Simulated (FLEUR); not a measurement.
# AlNi (Pm-3m) in FLEUR: single point with PBEsol

Aim: the single point of AlNi with PBEsol.

Everything below comes from runs of FLEUR MaX-R8.1 (later development tree). Logs are shortened: lines on timing, memory, paths and dates and some standing lists are left out, and cuts for length are marked.

## Step 1: The structure

It takes space group Pm-3m (No. 221, cubic). Conventional cell: a = 2.881 Å, b = 2.881 Å, c = 2.881 Å, α = 90.00°, β = 90.00°, γ = 90.00°. Ni (site symmetry m-3m) is surrounded by 8 Al at 2.50 Å. Around Al (site symmetry m-3m) lie 8 Ni at 2.50 Å.

## Step 2: Single point, PBEsol, collinear spin, ferromagnetic start

The input, inp.xml:

```xml
<?xml version="1.0" encoding="UTF-8" standalone="no"?>
<fleurInput fleurInputVersion="0.39">
   <comment>
      AlNi                                                                                                
   </comment>
   <calculationSetup>
      <cutoffs Kmax="4.92" Gmax="15.3" GmaxXC="15.3" numbands="0"/>
      <scfLoop itmax="60" minDistance="0.00001" maxIterBroyd="15" imix="Anderson" alpha="0.05" precondParam="0.0" spinf="2.0" sdNocoIR="T"/>
      <coreElectrons ctail="T" frcor="F" kcrel="0" coretail_lmax="0"/>
      <xcFunctional name="PBEs" relativisticCorrections="F"/>
      <magnetism jspins="2"/>
      <soc l_soc="F" theta="0.0" phi="0.0" spav="F"/>
      <expertModes spex="0" secvar="F"/>
      <geometryOptimization l_f="T" forcealpha="1.0" forcemix="BFGS" epsdisp="0.0005" epsforce="0.0002"/>
      <ldaU l_linMix="F" mixParam="0.05" spinf="1.0"/>
   </calculationSetup>
   <cell>
      <bzIntegration valenceElectrons="29.0" mode="hist" fermiSmearingEnergy="0.00183747">
         <kPointListSelection listName="default-1"/>
         <!-- k-points included here -->
         <xi:include xmlns:xi="http://www.w3.org/2001/XInclude" href="kpts.xml"> </xi:include>
      </bzIntegration>
      <!-- symmetry operations included here -->
      <xi:include xmlns:xi="http://www.w3.org/2001/XInclude" href="sym.xml"> </xi:include>
      <bulkLattice scale="1.0">
         <bravaisMatrix>
            <row-1>    5.4443009649725989     0.0000000000000000     0.0000000000000000</row-1>
            <row-2>    0.0000000000000000     5.4443009649725989     0.0000000000000000</row-2>
            <row-3>    0.0000000000000000     0.0000000000000000     5.4443009649725989</row-3>
         </bravaisMatrix>
      </bulkLattice>
   </cell>
   <atomSpecies>
      <species name="Nickel (Ni1.001" element="Ni" atomicNumber="28">
         <mtSphere radius="2.25" gridPoints="767" logIncrement="0.016"/>
         <atomicCutoffs lmax="9" lnonsphr="9"/>
         <electronConfig flipSpins="F">
            <coreConfig>(1s1/2) (2s1/2) (2p1/2) (2p3/2)</coreConfig>
            <valenceConfig>(3s1/2) (3p1/2) (3p3/2) (4s1/2) (3d3/2) (3d5/2)</valenceConfig>
            <stateOccupation state="(3d3/2)" spinUp="1.6" spinDown="1.6"/>
            <stateOccupation state="(3d5/2)" spinUp="2.9005" spinDown="1.8995"/>
         </electronConfig>
         <energyParameters s="4" p="4" d="3" f="4"/>
         <lo type="SCLO" l="0" n="3" eDeriv="0"/>
         <lo type="SCLO" l="1" n="3" eDeriv="0"/>
         <lo type="SCLO" l="1" n="3" eDeriv="1"/>
         <lo type="SCLO" l="2" n="3" eDeriv="2"/>
         <lo type="SCLO" l="3" n="4" eDeriv="2"/>
      </species>
      <species name="Aluminum (Al)" element="Al" atomicNumber="13">
         <mtSphere radius="1.99" gridPoints="677" logIncrement="0.017"/>
         <atomicCutoffs lmax="8" lnonsphr="8"/>
         <electronConfig flipSpins="F">
            <coreConfig>(1s1/2)</coreConfig>
            <valenceConfig>(2s1/2) (2p1/2) (2p3/2) (3s1/2) (3p1/2) (3p3/2)</valenceConfig>
            <stateOccupation state="(3p1/2)" spinUp="0.166667" spinDown="0.166667"/>
            <stateOccupation state="(3p3/2)" spinUp="0.333333" spinDown="0.333333"/>
         </electronConfig>
         <energyParameters s="3" p="3" d="3" f="4"/>
         <lo type="SCLO" l="0" n="2" eDeriv="0"/>
         <lo type="SCLO" l="1" n="2" eDeriv="0"/>
         <lo type="SCLO" l="2" n="3" eDeriv="2"/>
         <lo type="SCLO" l="3" n="4" eDeriv="2"/>
      </species>
   </atomSpecies>
   <atomGroups>
      <atomGroup species="Nickel (Ni1.001">
         <relPos label="                   1">1.000/2.000 1.000/2.000 1.000/2.000</relPos>
         <force calculate="T" relaxXYZ="TTT"/>
      </atomGroup>
      <atomGroup species="Aluminum (Al)">
         <relPos label="                   2">.0000000000 .0000000000 .0000000000</relPos>
         <force calculate="T" relaxXYZ="TTT"/>
      </atomGroup>
   </atomGroups>
   <output dos="F" band="F" slice="F">
      <checks vchk="F" cdinf="F"/>
      <bandDOS minEnergy="-.5*Htr" maxEnergy="0.5*Htr" sigma="0.015" storeEVData="T"/>
      <vacuumDOS vacdos="F" integ="F" star="F" nstars="0" locx1="0.0" locy1="0.0" locx2="0.0" locy2="0.0" nstm="0" tworkf="0.0"/>
      <unfoldingBand unfoldBand="F" supercellX="1" supercellY="1" supercellZ="1"/>
      <plotting iplot="0" polar="F">
         <plot TwoD="T" vec1="  1.0  0.0  0.0" vec2="  0.0  1.0  0.0" vec3="  0.0  0.0  1.0" zero="  0.0  0.0  0.0" file="plot"/>
      </plotting>
      <chargeDensitySlicing numkpt="0" minEigenval="0.0" maxEigenval="0.0" nnne="0" pallst="F"/>
      <specialOutput eonly="F"/>
      <moessbauerParams electricFieldGradient="T" isomerShift="T" coreHyperfine="T" valenceHyperfine="T"/>
      <magneticCircularDichroism mcd="F" energyLo="-10.0" energyUp="0.0"/>
   </output>
  <!-- We include the file relax.xml here to enable relaxations (see documentation) -->
  <xi:include xmlns:xi="http://www.w3.org/2001/XInclude" href="relax.xml"> <xi:fallback/> </xi:include>
</fleurInput>
```

The input, crystal.txt:

```
AlNi
&input cartesian=F /
2.8810000000  0.0000000000  0.0000000000
0.0000000000  2.8810000000  0.0000000000
0.0000000000  0.0000000000  2.8810000000
1.8897261246
1.0 1.0 1.0

2
28 0.5000000000  0.5000000000  0.5000000000 : 1.001
13 0.0000000000  0.0000000000  0.0000000000

&kpt div1=9 div2=9 div3=9 gamma=T /
```

Potentials or basis: all-electron, FLAPW.

The run is started by

```bash
inpgen -f crystal.txt -profile fastHighL
# inp.xml edited to the form shown
fleur_MPI
```

The program printed:

```text
Welcome to FLEUR        (www.flapw.de)
      MaX-Release 8.1          (www.max-centre.eu)

 ========== k-point set info ==========
 Selected k-point list: default-1
 k-point list type: mesh
 9 x 9 x 9
 Number of k points: 35

 ------------Calculation Setup---------------------------
 Number of MPI-tasks      :            1
 Number of PE/node        :            1
 Number of OMP-threads    :            1
 Most efficient MPI parallelization for:
           1           5           7          35
 Additional eigenvalue parallelization possible
 Number of basis functions:          411
 Approximate size of matrices (H+S) per k-point:         0.003 GB
 --------------------------------------------------------
 Iteration:     1   Distance:      21.52855827 me/bohr^3
 Iteration:     2   Distance:      19.93671574 me/bohr^3
 Iteration:     3   Distance:      16.01508336 me/bohr^3
 Iteration:     4   Distance:       9.53921306 me/bohr^3
 Iteration:     5   Distance:       9.19563619 me/bohr^3
 Iteration:     6   Distance:      11.99036074 me/bohr^3
 Iteration:     7   Distance:       2.84215632 me/bohr^3
 Iteration:     8   Distance:       2.48113386 me/bohr^3
 Iteration:     9   Distance:       0.60557181 me/bohr^3
 Iteration:    10   Distance:       0.55022209 me/bohr^3
 Iteration:    11   Distance:       0.17235261 me/bohr^3
 Iteration:    12   Distance:       0.16680347 me/bohr^3
 Iteration:    13   Distance:       0.02694237 me/bohr^3
 Iteration:    14   Distance:       0.02869717 me/bohr^3
 Iteration:    15   Distance:       0.00374906 me/bohr^3
 Iteration:    16   Distance:       0.00253118 me/bohr^3
 Iteration:    17   Distance:       0.00233376 me/bohr^3
 Iteration:    18   Distance:       0.00090513 me/bohr^3
 Iteration:    19   Distance:       0.00035539 me/bohr^3
 Iteration:    20   Distance:       0.00014316 me/bohr^3
 Iteration:    21   Distance:       0.00008073 me/bohr^3
 Iteration:    22   Distance:       0.00006283 me/bohr^3
 Iteration:    23   Distance:       0.00000300 me/bohr^3

 ********************************************************************
 Run finished successfully
 Stop message:
   Structural relaxation: Done
 ********************************************************************
```

Wall time 2.3 min (1 thread of Arm Neoverse V2, shared host); peak memory 0.07 GiB.

Results:

```yaml
Free_energy: -47945.2050 eV
Band_gap_on_the_k_mesh: none (metal or under the smearing width)
Net_moment: 0.00 μB per cell
Valence_electrons_inside_the_program's_atomic_spheres: Ni 17.12; Al 8.93 (radii Ni 2.25, Al 1.99 bohr)
```

Levels at points of the mesh, in eV from the Fermi level:
Spin up:
```tsv
k point	band 12	band 13	band 14	band 15	band 16	band 17
(0.00, 0.00, 0.00)	-1.55	-1.55	-1.55	5.46	5.46	5.46
```
Spin down:
| k point | band 11 | band 12 | band 13 | band 14 | band 15 | band 16 | band 17 | band 18 |
| --- | --- | --- | --- | --- | --- | --- | --- | --- |
| (0.00, 0.00, 0.00) | -3.26 | -1.55 | -1.55 | -1.55 | 5.46 | 5.46 | 5.46 | 8.15 |

Core levels (eV from the Fermi level):
| atom | levels |
| --- | --- |
| 1 Ni | 1s1/2 -8194.9, 2s1/2 -972.8, 2p1/2 -847.9, 2p3/2 -830.4 |
| 2 Al | 1s1/2 -1502.2 |
